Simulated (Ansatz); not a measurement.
Input and output for PbS (begun as wurtzite type, now flat h-MgO): DFT, PBE, all-electron LAPW, scalar-relativistic (Ansatz 0.2.0). This run: volume at 0.8 of the series' base cell.

The cell comes from a relaxation on PAW files under the same functional, begun from a prototype that needn't be the stable phase.

Command: `ansatz run input.yaml --threads 1 --pin off --max-ram 3072MiB --backend cpu --events-out ev --progress --plain --runs-dir out` It took 34 s on 1 thread of Intel(R) Xeon(R) 6975P-C (Granite Rapids) (shared host), peak memory 0.52 GiB.

```yaml
crystal:
  lattice:
    - [4.658625423, 0.0, 0.0]
    - [-2.3293127115, 4.034487963, 0.0]
    - [0.0, 0.0, 5.6160299206]
  atoms:
    - { symbol: Pb, position: [0.3333333333, 0.6666666667, -0.062065554] }
    - { symbol: Pb, position: [0.6666666667, 0.3333333333, 0.437934446] }
    - { symbol: S, position: [0.3333333333, 0.6666666667, 0.438065554] }
    - { symbol: S, position: [0.6666666667, 0.3333333333, 0.938065554] }
kpoints:
  mp_grid: { grid: [9, 9, 5] }
scf:
  occupations: { method: fermi_dirac, width: 0.05 }
hamiltonian:
  xc: pbe
  pseudopotentials: { kind: all_electron, lapw: { basis_error: 0.001 } }
output:
  forces: true
  stress: true
  eigenvalues: true
  populations: true
```

Output:

```
Pb: projections on atomic orbitals take those of the free atom 1s2 2s2 2p6 3s2 3p6 3d10 4s2 4p6 4d10 4f14 5s2 5p6 5d10 6s2 6p2, of charge +0.00 (hamiltonian.pseudopotentials.projection_atoms)
S: projections on atomic orbitals take those of the free atom 1s2 2s2 2p6 3s2 3p4, of charge +0.00 (hamiltonian.pseudopotentials.projection_atoms)
LAPW: plane waves up to 7.570 Å⁻¹, error target 1.0e-3 eV per atom; small_component_spin mean_spin; S in spheres of 1.165 Å, 14 of its electrons in bands, Dirac shells []; Pb in spheres of 1.525 Å, 36 of its electrons in bands, Dirac shells [] (how accurate: hamiltonian.pseudopotentials.lapw.basis_error, Limitations)
Engine: ansatz 0.2.0
Pseudopotentials: kind: all_electron
Pseudopotential: Pb, LAPW, valence charge 36, lapw/all_electron/scalar/gaussian/Pb, Koelling and Harmon's equation, gaussian nucleus
Pseudopotential: S, LAPW, valence charge 14, lapw/all_electron/scalar/gaussian/S, Koelling and Harmon's equation, gaussian nucleus
Functional definition: PBE
  parameter kappa = 0.804
  parameter beta = 0.06672455060314922
  exchange = pbe_x(kappa = kappa, mu = beta*pi^2/3)
  correlation = pbe_c(beta = beta)
Crystal: 4 atoms, lattice volume = 105.554 Å³
Basis set: ecut = 218.30456886520392 eV, 769 PW (Γ), exchange–correlation at level 2
Bands: 60, of which v1, the nominal top of the filled ones, is band 50 counted from 1 (49 counted from 0)
Symmetry: 12 space group operations
Space group: P63mc (ITA 186), of the structure as read, at distance tolerance 4.7e-5 Å
k-points: 36 of 405 (time reversal used)
Non-local potential: Pb, projectors of the file, none
Non-local potential: S, projectors of the file, none
Initial density: superposition of atomic densities (chi_scale 0.1, normalization cell, long waves kept (reshape's long-wave potential 0.00 eV rms))
Initial wavefunctions: plane waves of lowest kinetic energy (no species holds an atomic orbital)
Functional: x = pbe(κ = 0.804, μ = 0.2195149727645171), c = pbe(β = 0.06672455060314922)
iter 1 solved again at ethr=2.83e-3 eV; its pass at ethr=1.00e-1 eV (dr2=2.83e0 eV) is discarded
SCF iter   1: F=—  HF=-1157860.386286 eV  |F-HF|=—  |Δ(HF+E_count)|=         —  Δρ=3.46e-2  dr2=2.83e0  ethr=2.83e-3  ⟨swp⟩=2.0  Hψ=13463  notcnv=0
preconditioner: auto → Resta (q_TF=auto, 2.704 Å⁻¹)  ε∞=2.9  [insulator: Δε(μ)=1.780 eV  Ē_g=16.444 eV  σ=0.050 eV  W_gap=1.00  n_scr=28 (ndim 8)  ℏωp=22.9 eV  f_vac=0.189  D(μ)=0.00/eV (n_scr^D=0)  ε∞_Penn≈2.9]
SCF iter   2: F=—  HF=-1157859.469945 eV  |F-HF|=—  |Δ(HF+E_count)|=   9.16e-1  Δρ=1.15e-2  dr2=3.24e-1  ethr=2.83e-3  ⟨swp⟩=3.0  Hψ=6679  notcnv=0
SCF iter   3: F=—  HF=-1157859.433367 eV  |F-HF|=—  |Δ(HF+E_count)|=         —  Δρ=5.94e-3  dr2=8.62e-2  ethr=3.24e-4  ⟨swp⟩=2.0  Hψ=6587  notcnv=0
the basis was enlarged: its passes take 90.0 KiB over the memory plan, 1 of 1 planned eigensolver slots
iter 4 solved again at ethr=3.08e-6 eV; its pass at ethr=8.62e-5 eV (dr2=3.08e-3 eV) is discarded
SCF iter   4: F=—  HF=-1157859.441709 eV  |F-HF|=—  |Δ(HF+E_count)|=   8.34e-3  Δρ=1.29e-3  dr2=3.08e-3  ethr=3.08e-6  ⟨swp⟩=2.0  Hψ=11022  notcnv=0
SCF iter   5: F=—  HF=-1157859.438796 eV  |F-HF|=—  |Δ(HF+E_count)|=   2.91e-3  Δρ=6.71e-4  dr2=8.68e-4  ethr=3.08e-6  ⟨swp⟩=2.6  Hψ=6305  notcnv=0
SCF iter   6: F=—  HF=-1157859.440045 eV  |F-HF|=—  |Δ(HF+E_count)|=   1.25e-3  Δρ=2.50e-4  dr2=1.56e-4  ethr=8.68e-7  ⟨swp⟩=3.0  Hψ=6613  notcnv=0
SCF iter   7: F=—  HF=-1157859.440472 eV  |F-HF|=—  |Δ(HF+E_count)|=   4.27e-4  Δρ=5.14e-5  dr2=3.65e-6  ethr=1.56e-7  ⟨swp⟩=3.0  Hψ=6695  notcnv=0
SCF iter   8: F=—  HF=-1157859.440484 eV  |F-HF|=—  |Δ(HF+E_count)|=   1.20e-5  Δρ=1.52e-5  dr2=2.29e-7  ethr=3.65e-9  ⟨swp⟩=3.0  Hψ=6645  notcnv=0
SCF iter   9: F=-1157859.440486 eV  HF=-1157859.440486 eV  |F-HF|=7.80e-8  |Δ(HF+E_count)|=   1.35e-6  Δρ=5.02e-6  dr2=3.28e-8  ethr=2.29e-10  ⟨swp⟩=3.0  Hψ=6650  notcnv=0
SCF 1 converged in 9 iterations: F = -1157859.440486 eV  dr2 = 3.28e-8
SCF converged after 9 iterations
Free energy (F): -1157859.440486 eV
Harris-Foulkes:  -1157859.440486 eV  (|F-HF|=7.80e-8)
Internal energy: -1157859.440485 eV  (E = F + TS)
E sigma→0 (E₀):  -1157859.440486 eV
Entropy (-TS):   -0.000000 eV (-0.000 meV/atom)
Fermi energy:    12.239412 eV
--- Per-component energies (eV) ---
  E_band       = -7053.454209
  E_kinetic    = 1331792.099601
  E_xc         = -22561.372097
  E_electrostatic = -2467090.167990  (all electrons and nuclei)
  E_smearing   = -0.000000  (= −TS)
  E_closure    = 0.000000  (closes the sum)
  E_atoms      = -1157843.251586  (free atoms, spherical and without spin; not in F)
  Σ components = -1157859.440486   (vs F -1157859.440486, Δ=0.00e0)
  Basis errors (estimates in eV, not in F): energy 4.3e-4 per atom: plane waves 3.8e-4 (2.2e-4 summed), levels above the bands 2.9e-68, relativity 7.7e-8, radial functions 4.3e-5, core shells 1.0e-7; eigenvalues (radial functions only) 2.3e-5; not estimated: angular momenta, meshes, grids; target (lapw.basis_error) 1.0e-3; muffin-tin radii S 1.165 Å, Pb 1.525 Å
--- Forces (eV/Å), atoms counted from 1 ---
  atom   1  Pb     0.00000000    -0.00000000     0.00196689
  atom   2  Pb     0.00000000     0.00000000     0.00196689
  atom   3  S      0.00000000    -0.00000000    -0.00196721
  atom   4  S      0.00000000     0.00000000    -0.00196721
  max |Σ_I F_I| component: 6.52e-7 eV/Å
--- Stress (GPa, compression-positive) ---
       14.653618       0.000000       0.000000
        0.000000      14.653618       0.000000
        0.000000       0.000000      14.619126
  P = ⅓ Tr σ = 14.6421 GPa (146.421 kbar)
--- Band table (eV; the first three rows and the last of 36) ---
  k-point 0: bands = ["-193.9031", "-193.9031", "-138.6759", "-138.6759", "-138.6759", "-138.6759", "-138.6650", "-138.6650", "-127.8328", "-127.8328", "-116.8375", "-116.8375", "-116.8375", "-116.8375", "-116.8367", "-116.8367", "-116.8367", "-116.8367", "-116.8310", "-116.8310", "-116.8310", "-116.8310", "-116.8282", "-116.8282", "-69.6911", "-69.6911", "-69.6910", "-69.6910", "-69.6784", "-69.6780", "-5.5815", "-5.3071", "-5.3071", "-5.3063", "-5.3063", "-5.2807", "-5.2807", "-5.2517", "-5.1771", "-5.1771", "-2.9985", "-0.6239", "4.6295", "5.5599", "6.3564", "7.5443", "7.5443", "8.9212", "9.0037", "9.0037", "13.2677", "13.2677", "15.0568", "15.0568", "16.4692", "17.8764", "17.8995", "17.9280", "17.9280", "19.7819"]
  k-point 1: bands = ["-193.9031", "-193.9031", "-138.6759", "-138.6759", "-138.6759", "-138.6759", "-138.6650", "-138.6650", "-127.8328", "-127.8328", "-116.8375", "-116.8375", "-116.8375", "-116.8375", "-116.8367", "-116.8367", "-116.8367", "-116.8367", "-116.8310", "-116.8310", "-116.8310", "-116.8310", "-116.8282", "-116.8282", "-69.6911", "-69.6911", "-69.6910", "-69.6910", "-69.6784", "-69.6780", "-5.5386", "-5.3236", "-5.3236", "-5.3142", "-5.3142", "-5.2657", "-5.2540", "-5.2540", "-5.1802", "-5.1802", "-2.8575", "-0.9735", "4.2516", "5.7028", "6.7822", "7.6809", "7.6809", "8.8746", "8.8746", "9.8470", "13.2357", "13.2357", "14.6457", "14.6457", "15.8564", "16.7275", "16.9977", "18.4740", "18.4740", "19.9671"]
  k-point 2: bands = ["-193.9031", "-193.9031", "-138.6759", "-138.6759", "-138.6759", "-138.6759", "-138.6650", "-138.6650", "-127.8328", "-127.8328", "-116.8375", "-116.8375", "-116.8375", "-116.8375", "-116.8367", "-116.8367", "-116.8367", "-116.8367", "-116.8310", "-116.8310", "-116.8310", "-116.8310", "-116.8282", "-116.8282", "-69.6911", "-69.6911", "-69.6910", "-69.6910", "-69.6783", "-69.6781", "-5.4338", "-5.3337", "-5.3337", "-5.3278", "-5.3278", "-5.3258", "-5.2190", "-5.2190", "-5.1931", "-5.1931", "-2.4199", "-1.7206", "4.2871", "4.8206", "8.0476", "8.0476", "8.5109", "8.5109", "8.9152", "10.6767", "13.3850", "13.3850", "13.9103", "13.9103", "14.0526", "15.2591", "17.3233", "18.4567", "19.8029", "19.8029"]
  k-point 35: bands = ["-193.9031", "-193.9031", "-138.6759", "-138.6759", "-138.6759", "-138.6759", "-138.6650", "-138.6650", "-127.8328", "-127.8328", "-116.8375", "-116.8375", "-116.8375", "-116.8375", "-116.8367", "-116.8367", "-116.8367", "-116.8367", "-116.8310", "-116.8310", "-116.8310", "-116.8310", "-116.8282", "-116.8282", "-69.6911", "-69.6911", "-69.6911", "-69.6910", "-69.6782", "-69.6782", "-5.4005", "-5.4005", "-5.3043", "-5.3043", "-5.2856", "-5.2835", "-5.2444", "-5.2267", "-5.2267", "-5.2084", "-1.2837", "-1.2837", "2.3114", "2.3114", "6.4860", "7.1107", "9.3247", "9.3247", "11.6397", "11.6397", "13.3805", "13.3805", "14.7122", "14.7122", "15.5797", "15.6425", "18.4891", "18.5059", "19.6775", "21.2409"]
--- Löwdin populations: 4 sites ---
  site symbol       q [e]
     0     Pb     81.5862
     1     Pb     81.5862
     2      S     16.3501
     3      S     16.3501
  spilling = 0.000650 (of n_electrons = 196.000000)
```

populations.tsv:

```
# site	symbol	l	j	q
# orbitals = lowdin
# n_electrons = 196.000000
# spilling = 0.000650
# projection_atom_Pb: 1s2 2s2 2p6 3s2 3p6 3d10 4s2 4p6 4d10 4f14 5s2 5p6 5d10 6s2 6p2
# projection_atom_S: 1s2 2s2 2p6 3s2 3p4
0	Pb	0_1S	-	2.000000
0	Pb	0_2S	-	1.999998
0	Pb	0_3S	-	1.999978
0	Pb	0_4S	-	1.999794
0	Pb	0_5S	-	1.997570
0	Pb	0_6S	-	1.895701
0	Pb	1_2P	-	6.000000
0	Pb	1_3P	-	5.999999
0	Pb	1_4P	-	5.999968
0	Pb	1_5P	-	5.997119
0	Pb	1_6P	-	1.704369
0	Pb	2_3D	-	10.000000
0	Pb	2_4D	-	9.999999
0	Pb	2_5D	-	9.991718
0	Pb	3_4F	-	13.999999
1	Pb	0_1S	-	2.000000
1	Pb	0_2S	-	1.999998
1	Pb	0_3S	-	1.999978
1	Pb	0_4S	-	1.999794
1	Pb	0_5S	-	1.997570
1	Pb	0_6S	-	1.895701
1	Pb	1_2P	-	6.000000
1	Pb	1_3P	-	5.999999
1	Pb	1_4P	-	5.999968
1	Pb	1_5P	-	5.997119
1	Pb	1_6P	-	1.704369
1	Pb	2_3D	-	10.000000
1	Pb	2_4D	-	9.999999
1	Pb	2_5D	-	9.991718
1	Pb	3_4F	-	13.999999
2	S	0_1S	-	1.999924
2	S	0_2S	-	1.994669
2	S	0_3S	-	1.755029
2	S	1_2P	-	5.999307
2	S	1_3P	-	4.601193
3	S	0_1S	-	1.999924
3	S	0_2S	-	1.994669
3	S	0_3S	-	1.755029
3	S	1_2P	-	5.999307
3	S	1_3P	-	4.601193
```

Next run (volume at 0.72 of the series' base cell), as changes to the input before:

```diff
   lattice:
-    - [4.658625423, 0.0, 0.0]
-    - [-2.3293127115, 4.034487963, 0.0]
-    - [0.0, 0.0, 5.6160299206]
+    - [4.4927588689, 0.0, 0.0]
+    - [-2.2463794345, 3.8908433135, 0.0]
+    - [0.0, 0.0, 5.434521194]
   atoms:
-    - { symbol: Pb, position: [0.3333333333, 0.6666666667, -0.062065554] }
-    - { symbol: Pb, position: [0.6666666667, 0.3333333333, 0.437934446] }
-    - { symbol: S, position: [0.3333333333, 0.6666666667, 0.438065554] }
-    - { symbol: S, position: [0.6666666667, 0.3333333333, 0.938065554] }
+    - { symbol: Pb, position: [0.3333333333, 0.6666666667, -0.0620043419] }
+    - { symbol: Pb, position: [0.6666666667, 0.3333333333, 0.4379956581] }
+    - { symbol: S, position: [0.3333333333, 0.6666666667, 0.4380043419] }
+    - { symbol: S, position: [0.6666666667, 0.3333333333, 0.9380043419] }
 kpoints:
```

Results part of the output:

```
Warning: the atoms were moved onto the symmetric positions of the space group found under crystal.symmetry.tolerance 1.0e-5 (fractional; no operation is sought that the atoms, as they stand in a round, miss by more than twice it, and no atom is moved by as much as it), and the run uses the moved positions. Before a round's move an operation carried an atom to 4.72e-5 Å from where it should land, t
SCF 1 converged in 9 iterations: F = -1157858.108579 eV  dr2 = 2.31e-8
SCF converged after 9 iterations
Free energy (F): -1157858.108579 eV
Harris-Foulkes:  -1157858.108579 eV  (|F-HF|=6.12e-8)
Internal energy: -1157858.108561 eV  (E = F + TS)
E sigma→0 (E₀):  -1157858.108570 eV
Entropy (-TS):   -0.000018 eV (-0.005 meV/atom)
Fermi energy:    14.144563 eV
--- Per-component energies (eV) ---
  E_band       = -6881.786650
  E_kinetic    = 1331809.309529
  E_xc         = -22564.808583
[... lines left out ...]
  P = ⅓ Tr σ = 26.6944 GPa (266.944 kbar)
--- Band table (eV; the first three rows and the last of 36) ---
  k-point 0: bands = ["-192.2699", "-192.2699", "-137.0389", "-137.0389", "-137.0389", "-137.0389", "-137.0252", "-137.0252", "-126.0160", "-126.0160", "-115.0026", "-115.0026", "-115.0025", "-115.0025", "-115.0005", "-115.0005", "-115.0005", "-115.0005", "-114.9931", "-114.9931", "-114.9931", "-114.9931", "-114.9896", "-114.9896", "-67.8839", "-67.8839", "-67.8836", "-67.8836", "-67.8660", "-67.8652", "-4.0218", "-3.5825", "-3.5825", "-3.5813", "-3.5813", "-3.5331", "-3.5331", "-3.5023", "-3.3844", "-3.3844", "-2.0173", "1.0126", "6.5455", "6.6413", "8.7328", "8.9486", "8.9486", "10.4436", "10.5944", "10.5944", "14.9863", "14.9863", "17.0279", "17.0279", "18.2940", "19.6822", "19.6822", "20.1310", "20.3579", "21.5213"]
  k-point 1: bands = ["-192.2699", "-192.2699", "-137.0389", "-137.0389", "-137.0389", "-137.0389", "-137.0252", "-137.0252", "-126.0160", "-126.0160", "-115.0026", "-115.0026", "-115.0025", "-115.0025", "-115.0005", "-115.0005", "-115.0005", "-115.0005", "-114.9931", "-114.9931", "-114.9931", "-114.9931", "-114.9896", "-114.9896", "-67.8839", "-67.8839", "-67.8836", "-67.8836", "-67.8659", "-67.8653", "-3.9591", "-3.6045", "-3.6045", "-3.5927", "-3.5927", "-3.5242", "-3.4964", "-3.4964", "-3.3889", "-3.3889", "-1.8552", "0.5223", "5.9623", "7.7888", "8.2388", "9.1039", "9.1039", "10.4527", "10.4527", "11.6950", "14.9381", "14.9381", "16.5334", "16.5334", "18.0213", "18.5633", "19.2004", "20.2624", "20.2624", "22.2281"]
  k-point 2: bands = ["-192.2699", "-192.2699", "-137.0389", "-137.0389", "-137.0389", "-137.0389", "-137.0252", "-137.0252", "-126.0160", "-126.0160", "-115.0026", "-115.0026", "-115.0025", "-115.0025", "-115.0005", "-115.0005", "-115.0005", "-115.0005", "-114.9931", "-114.9931", "-114.9931", "-114.9931", "-114.9896", "-114.9896", "-67.8838", "-67.8838", "-67.8837", "-67.8837", "-67.8657", "-67.8655", "-3.8006", "-3.6264", "-3.6197", "-3.6197", "-3.6120", "-3.6120", "-3.4455", "-3.4455", "-3.4076", "-3.4076", "-1.3274", "-0.4553", "6.0951", "6.7330", "9.5205", "9.5205", "10.0454", "10.0454", "10.6091", "12.6552", "15.0926", "15.0926", "15.6836", "15.6836", "16.0569", "17.4238", "19.2176", "20.5220", "21.6412", "21.6412"]
  k-point 35: bands = ["-192.2699", "-192.2699", "-137.0389", "-137.0389", "-137.0389", "-137.0389", "-137.0252", "-137.0252", "-126.0160", "-126.0160", "-115.0026", "-115.0026", "-115.0025", "-115.0025", "-115.0005", "-115.0005", "-115.0005", "-115.0005", "-114.9931", "-114.9931", "-114.9931", "-114.9931", "-114.9896", "-114.9896", "-67.8838", "-67.8838", "-67.8838", "-67.8837", "-67.8656", "-67.8656", "-3.7458", "-3.7458", "-3.5806", "-3.5806", "-3.5453", "-3.5412", "-3.4845", "-3.4612", "-3.4612", "-3.4314", "0.1282", "0.1282", "3.6385", "3.6385", "7.6713", "8.3730", "10.9461", "10.9461", "13.7480", "13.7480", "15.3591", "15.3591", "16.7646", "16.7646", "17.3987", "17.5004", "20.3041", "20.4997", "22.1371", "23.2108"]
--- Löwdin populations: 4 sites ---
  site symbol       q [e]
     0     Pb     81.6286
     1     Pb     81.6286
     2      S     16.2932
     3      S     16.2932
  spilling = 0.000798 (of n_electrons = 196.000000)
```

Next run (volume at 0.64 of the series' base cell), as changes to the input before:

```diff
   lattice:
-    - [4.4927588689, 0.0, 0.0]
-    - [-2.2463794345, 3.8908433135, 0.0]
-    - [0.0, 0.0, 5.434521194]
+    - [4.3144403472, 0.0, 0.0]
+    - [-2.1572201736, 3.7364149438, 0.0]
+    - [0.0, 0.0, 5.2382478971]
   atoms:
-    - { symbol: Pb, position: [0.3333333333, 0.6666666667, -0.0620043419] }
-    - { symbol: Pb, position: [0.6666666667, 0.3333333333, 0.4379956581] }
-    - { symbol: S, position: [0.3333333333, 0.6666666667, 0.4380043419] }
-    - { symbol: S, position: [0.6666666667, 0.3333333333, 0.9380043419] }
+    - { symbol: Pb, position: [0.3333333333, 0.6666666667, -0.0620608425] }
+    - { symbol: Pb, position: [0.6666666667, 0.3333333333, 0.4379391575] }
+    - { symbol: S, position: [0.3333333333, 0.6666666667, 0.4380608425] }
+    - { symbol: S, position: [0.6666666667, 0.3333333333, 0.9380608425] }
 kpoints:
```

Command: `ansatz run input.yaml --threads 1 --pin off --max-ram 3072MiB --backend cpu --events-out ev --progress --plain --runs-dir out` It took 35 s on 1 thread of Intel(R) Xeon(R) 6975P-C (Granite Rapids), on a shared host, peak memory 0.54 GiB.

Results part of the output:

```
SCF 1 converged in 9 iterations: F = -1157855.770122 eV  dr2 = 1.36e-8
SCF converged after 9 iterations
Free energy (F): -1157855.770122 eV
Harris-Foulkes:  -1157855.770122 eV  (|F-HF|=3.54e-8)
Internal energy: -1157855.768506 eV  (E = F + TS)
E sigma→0 (E₀):  -1157855.769314 eV
Entropy (-TS):   -0.001617 eV (-0.404 meV/atom)
Fermi energy:    16.475416 eV
--- Per-component energies (eV) ---
  E_band       = -6673.986188
  E_kinetic    = 1331831.693083
  E_xc         = -22569.107101
  E_electrostatic = -2467118.354488  (all electrons and nuclei)
  E_smearing   = -0.001617  (= −TS)
  E_closure    = 0.000000  (closes the sum)
  E_atoms      = -1157843.251586  (free atoms, spherical and without spin; not in F)
[... lines left out ...]
       45.801643      -0.000000       0.000000
        0.000000      45.801643      -0.000000
        0.000000      -0.000000      45.714386
  P = ⅓ Tr σ = 45.7726 GPa (457.726 kbar)
--- Band table (eV; the first three rows and the last of 36) ---
  k-point 0: bands = ["-190.2531", "-190.2531", "-135.0175", "-135.0175", "-135.0175", "-135.0175", "-135.0008", "-135.0008", "-123.8405", "-123.8404", "-112.8013", "-112.8013", "-112.8012", "-112.8012", "-112.7974", "-112.7974", "-112.7974", "-112.7974", "-112.7875", "-112.7875", "-112.7875", "-112.7875", "-112.7830", "-112.7830", "-65.7224", "-65.7224", "-65.7218", "-65.7218", "-65.6970", "-65.6954", "-2.2351", "-1.5440", "-1.5440", "-1.5418", "-1.5418", "-1.4556", "-1.4556", "-1.4241", "-1.2369", "-1.2369", "-0.8129", "3.1157", "7.9953", "8.9061", "10.7395", "10.7395", "11.6876", "12.3421", "12.6212", "12.6212", "17.0964", "17.0964", "19.4382", "19.4382", "20.5608", "21.8566", "21.8566", "22.8075", "23.3812", "23.6467"]
  k-point 1: bands = ["-190.2531", "-190.2531", "-135.0175", "-135.0175", "-135.0175", "-135.0175", "-135.0008", "-135.0008", "-123.8405", "-123.8404", "-112.8013", "-112.8013", "-112.8012", "-112.8012", "-112.7974", "-112.7974", "-112.7974", "-112.7974", "-112.7875", "-112.7875", "-112.7875", "-112.7875", "-112.7830", "-112.7830", "-65.7223", "-65.7223", "-65.7218", "-65.7218", "-65.6968", "-65.6955", "-2.1477", "-1.5743", "-1.5743", "-1.5592", "-1.5592", "-1.4584", "-1.4033", "-1.4033", "-1.2435", "-1.2435", "-0.6261", "2.4069", "7.9825", "10.1816", "10.2679", "10.9188", "10.9188", "12.4654", "12.4654", "14.1155", "17.0250", "17.0250", "18.8359", "18.8359", "20.6576", "20.8748", "21.8120", "22.4719", "22.4719", "24.4632"]
  k-point 2: bands = ["-190.2531", "-190.2531", "-135.0175", "-135.0175", "-135.0175", "-135.0175", "-135.0008", "-135.0008", "-123.8405", "-123.8404", "-112.8013", "-112.8013", "-112.8012", "-112.8012", "-112.7974", "-112.7974", "-112.7974", "-112.7974", "-112.7875", "-112.7875", "-112.7875", "-112.7875", "-112.7830", "-112.7830", "-65.7222", "-65.7222", "-65.7220", "-65.7220", "-65.6964", "-65.6959", "-1.9192", "-1.6450", "-1.5976", "-1.5976", "-1.5873", "-1.5873", "-1.3275", "-1.3275", "-1.2711", "-1.2711", "0.0347", "1.1274", "8.3201", "9.0621", "11.3999", "11.3999", "12.0041", "12.0041", "12.7550", "15.1656", "17.1819", "17.1819", "17.8492", "17.8492", "18.5298", "20.0420", "21.5982", "23.1677", "23.8928", "23.8928"]
  k-point 35: bands = ["-190.2531", "-190.2531", "-135.0175", "-135.0175", "-135.0175", "-135.0175", "-135.0008", "-135.0008", "-123.8404", "-123.8404", "-112.8013", "-112.8013", "-112.8012", "-112.8012", "-112.7974", "-112.7974", "-112.7974", "-112.7974", "-112.7875", "-112.7875", "-112.7875", "-112.7875", "-112.7830", "-112.7830", "-65.7222", "-65.7221", "-65.7221", "-65.7220", "-65.6962", "-65.6962", "-1.8313", "-1.8313", "-1.5429", "-1.5429", "-1.4789", "-1.4725", "-1.3893", "-1.3597", "-1.3597", "-1.3098", "1.9297", "1.9297", "5.2509", "5.2509", "9.1628", "9.9608", "12.9976", "12.9976", "16.3301", "16.3301", "17.8102", "17.8102", "19.3105", "19.3105", "19.6120", "19.7799", "22.5177", "22.8898", "25.2116", "25.6362"]
--- Löwdin populations: 4 sites ---
  site symbol       q [e]
     0     Pb     81.6713
     1     Pb     81.6713
     2      S     16.2266
     3      S     16.2266
  spilling = 0.001042 (of n_electrons = 196.000000)
```

Spin–orbit coupling is left out, which matters for the heavy atoms.
